**Q:** A chlorine ion hops into an empty chlorine site next to it, and its old site becomes the new vacancy. I have the energy at seven stages of this hop, from image 0 to image 6. How should I read the profile?

Hop of a chlorine ion into a neighbouring neutral chlorine vacancy in Li8Cl7 (15-atom fixed cell), by climbing-image nudged elastic band with five inner images. Computed with Ansatz 0.2.0, plane-wave PAW, PBE, without spin polarisation; cutoff 420 eV, 4×4×4 k mesh, Gaussian smearing 0.05 eV. Energies are electronic free energies relative to image 0.

```csv
image number,image path length (Å),image energy (eV over image 0)
0,0.000,0.0000
1,0.758,0.1300
2,1.517,0.4923
3,2.275,0.7122
4,3.260,0.4008
5,4.245,0.2136
6,5.230,0.0000
```

**A:** Read it as a pass between two valleys of equal height. The energy climbs to 0.71 eV at image 3 and returns to its starting value at image 6. The pass is not in the middle: it lies 2.28 Å from the first end and 2.96 Å from the last. These distances combine the motion of all the atoms and follow every bend of the route, so the path is longer than the straight hop of the chlorine itself.

**Q:** If the two ends are equal, why isn't the hill symmetric?

**A:** Equal ends and a symmetric hill need different symmetries. The cell edges and the four lithium neighbours of each chlorine fit a wurtzite lattice, and the length of the jump, 3.88 Å, is the distance between chlorine sites in neighbouring layers of that lattice. A half-turn combined with a shift along the layer axis carries one site onto the other, so a vacancy costs the same in either. For symmetry to guarantee an even hill, some operation would also have to turn the jump round and exchange its start and finish.

Wurtzite has no such operation for this jump, because its layer axis is polar: up and down differ. Each chlorine has one lithium neighbour straight along the axis on one side and three on the other. An ion that changes layers leaves its old site through one kind of side and enters the new one through the opposite kind. This argument permits a lopsided hill, but it doesn't tell which flank will be steeper, or by how much.

**Q:** Would a hop within one layer look different?

**A:** Probably, because there symmetry can enforce an even hill. In the full wurtzite crystal, two neighbouring chlorine sites in the same layer have a mirror plane halfway between them, and it exchanges them. A path that respects this mirror must have the same profile from both ends. To guess the shape for another crystal, ask first whether anything exchanges the two sites, and only then look at the energies of the ends.

**Q:** Images 1 and 5 are each one step from an end, yet image 5 is clearly higher. Is that the lopsidedness?

**A:** Only indirectly. The images are evenly spaced on each side of the top, and the far side is longer, so image 5 lies farther from its valley floor. At the floor the force vanishes, so for small distances $s$ along the path the energy rises as

$$E \approx \tfrac{1}{2} k s^2 ,$$

where $k$ measures the stiffness of the valley. Image 1 alone sets it: $k = 2 \times 0.130/0.758^2 \approx 0.45$ eV/Å².

Now use the same stiffness at the other end. Image 5 lies $5.230 - 4.245 = 0.985$ Å from image 6, so the estimate is $\tfrac{1}{2} \times 0.4525 \times 0.985^2 \approx 0.22$ eV. The calculation gives 0.21 eV, and image 5 had no part in setting $k$. So the extra distance is enough to account for the extra height. It doesn't follow that the two valleys are equally stiff. From image 5 to image 4 the parabola would rise by about 0.67 eV per ångström on average, but the computed profile rises by only 0.19. The two curves agree at one point and part beyond it, so the match may be partly luck.

**Q:** Where do the two sides part, then?

**A:** Higher up, and images 2 and 4 show it. Image 2 lies 1.52 Å from its end and has already reached 0.49 eV. Image 4 lies 1.97 Å from its own end, which is farther out, yet it has only 0.40 eV. No even stretching of the distance scale can turn one flank into the other. A stretch that matched their lengths would lay image 5 on image 1 and image 4 on image 2, yet image 5 is the higher of its pair and image 4 the lower of its own.

The parabola tells the same story. At image 2 it is about 6 % above the computed energy, while at image 4 it gives more than twice the computed value. It must fail near the top in any case, since a parabola goes on rising where a pass levels off. What matters is that it fails so much earlier in energy on the far side. The printed output after this text compares the parabola, set by image 1 alone, with every image.

**Q:** The way down also looks uneven. Is there a kink?

**A:** There is a shoulder. From image 3 to image 4 the energy falls by 0.32 eV per ångström, from image 4 to image 5 by only 0.19, and over the last stretch by 0.22. A plain valley would flatten steadily towards its floor, whereas this one eases off and then steepens again. With only two images in that region, a shallow dip between them can't be excluded.

My guess is that the chlorine has passed the narrowest place by then, while the ions around it still have to settle into their final positions. The atomic positions along the path would test that.

**Q:** Could the lean be left over from the guessed path with which the calculation began?

**A:** The numbers speak against it. The first recorded band of the same run had its top at 6.13 eV and was almost symmetric: images 2 and 4 differed by less than 1 % of that height, with image 4 slightly the higher. In the final band they differ by 13 % of a much lower top, and image 2 is the higher. The lean took its present form while the path relaxed, though the guess may still have decided which of several possible routes the band settled into.

The great height of the first band is no physical barrier, only the price of a poor guess. The likely reason is that ions pushed too close together repel each other steeply. Relaxation can relieve this by letting the moving ion bend its course and its neighbours give way. What remains is a low pass, on which even modest differences between the two sides of a site could show.

**Q:** Does the lopsided shape make chlorine move more easily in one direction?

**A:** No. Both directions cross the same pass from valleys of equal energy, so the barrier is 0.71 eV either way. The two sites are equivalent, so their vibrations match as well, and without an applied field the hop and its reverse are equally frequent. The shape tells you where along the path the work is done, while the height largely decides, at a given temperature, how often the hop succeeds.

**Q:** May I use 0.71 eV for ionic conduction in lithium chloride?

**A:** Not directly. The vacancy here is neutral and holds one electron, the defect known as an F centre, whereas a chlorine vacancy that carries ionic current is charged and lacks that electron. In lithium chloride most of the current is expected to come from lithium ions anyway. The host is also wurtzite, while ordinary lithium chloride has the rock-salt structure.

Even for this defect the height carries some doubt. The odd electron was treated without spin, which leaves its level half filled and makes the cell a metal in the calculation, though the real defect need not conduct. The nearest periodic copy of the vacancy is also less than two hop lengths away. The top was not checked to be a true saddle, so a lower path may exist. The symmetry argument that permits an uneven hill depends on none of these points, but the exact height and the depth of the shoulder may.

The analysis program printed:

```
Profile and parabola:
  row  distance from the end on the same flank (Å)  parabola (eV)  parabola less computed (eV)  mean slope since previous image (eV/Å)  first recorded band (eV)
    0                                            0              0                            0                                     n/a                         0
    1                                        0.758           0.13                            0                                  0.1715                    0.6726
    2                                        1.517         0.5207                      0.02839                                  0.4773                     3.428
    3                                        2.275          1.171                       0.4588                                  0.2901                     6.133
    4                                         1.97         0.8781                       0.4773                                 -0.3161                      3.48
    5                                        0.985         0.2195                     0.005922                                 -0.1901                    0.6522
    6                                            0              0                            0                                 -0.2169                         0
Position of the top as percentage of the path (%): 43.5
Length of the flank after the top (Å): 2.955
Force constant from image 1 (eV/Å²): 0.4525
Image 5 less image 1 (eV): 0.0836
Image 2 less image 4 (eV): 0.0915
Energy as far from the last end as image 2 is from the first, straight-line interpolation (eV): 0.3147
Image 2 less that energy (eV): 0.1776
Lowering of the top from first to final band (eV): 5.42
First band, image 4 less image 2 (eV): 0.05294
First band, that difference as percentage of its top (%): 0.8633
Final band, image 2 less image 4 as percentage of its top (%): 12.85
Largest energy change of an image in the last iteration (eV): 0.00648
Wurtzite a from the cell edges (Å): 3.925
Wurtzite c from the cell edges (Å): 6.29
Interlayer Cl-Cl distance of ideal wurtzite with these a and c (Å): 3.876
Jump length in the run (Å): 3.876
Path length over jump length: 1.349
```
